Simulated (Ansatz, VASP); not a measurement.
Two plane-wave programs on ZnAu

INCAR

```
SYSTEM = ZnAu
  PREC = Accurate
  ENCUT = 600
  EDIFF = 1E-7
  ISMEAR = 0
  SIGMA = 0.1
  LREAL = .False.
  LASPH = .True.
  NELM = 100
  ALGO = Normal
  ISIF = 3
  LWAVE = .False.
  LCHARG = .False.
  GGA = PS
  IBRION = 2
  NSW = 100
  EDIFFG = -0.005
```

The input KPOINTS:

```
Automatic mesh
0
Gamma
  14 14 14
  0 0 0
```

The input POSCAR:

```
ZnAu
1.0
    3.1470000000      0.0000000000      0.0000000000
    0.0000000000      3.1470000000      0.0000000000
    0.0000000000      0.0000000000      3.1470000000
Zn Au
1 1
Direct
    0.5000000000      0.5000000000      0.5000000000
    0.0000000000      0.0000000000      0.0000000000
```

Input for Ansatz:

```yaml
crystal:
  lattice:
    - [3.147, 0.0, 0.0]
    - [0.0, 3.147, 0.0]
    - [0.0, 0.0, 3.147]
  atoms:
    - { symbol: Zn, position: [0.5, 0.5, 0.5] }
    - { symbol: Au, position: [0.0, 0.0, 0.0] }
basis:
  ecutwfc: 420
kpoints:
  mp_grid: { grid: [14, 14, 14] }
hamiltonian:
  xc: pbesol
scf:
  occupations: { method: gaussian, width: 0.1 }
output:
  forces: true
  stress: true
  eigenvalues: true
relax:
  adjacent_minimum: "off"
  f_tol: 0.005
  max_steps: 80
  cell: { stress_tol: 0.05 }
```

Alike in both runs: task relaxation of cell and atoms; functional PBEsol; k mesh 14 × 14 × 14; occupations gaussian, width 0.1 eV; no spin polarisation.

|  | VASP | Ansatz |
| --- | --- | --- |
| version | VASP 6.6.1 | Ansatz 0.2.0 |
| potentials or method | VASP PAW PBE potentials, release 64 (Zn, Au) | scalar-relativistic, plane waves, PAW |
| plane-wave cutoff (eV) | 600 | 420 |
| valence electrons in the cell | 23 | 31 |

Ansatz gave:

```
gap on the k mesh at the Fermi level, each at its own relaxed structure (eV) : none
relaxed volume (Å³/atom)                                                     : 15.31
relaxed cell length with the largest relative difference (Å)                 : 3.128
energy change over the relaxation (meV/atom)                                 : -2
```

Q: What did VASP give for the same quantities?

A: gap on the k mesh at the Fermi level, each at its own relaxed structure (eV): none; relaxed volume (Å³/atom): 15.33; relaxed cell length with the largest relative difference (Å): 3.130; energy change over the relaxation (meV/atom): -2.

A gap of «none» marks a metal or a gap that the smearing closes. The two sets of potentials don't hold the same shells in valence.

Caveats: the PAW data sets were made with another functional, which shifts forces and pressure a little (VASP). Spin-orbit coupling is left out, which matters for the levels of Au.
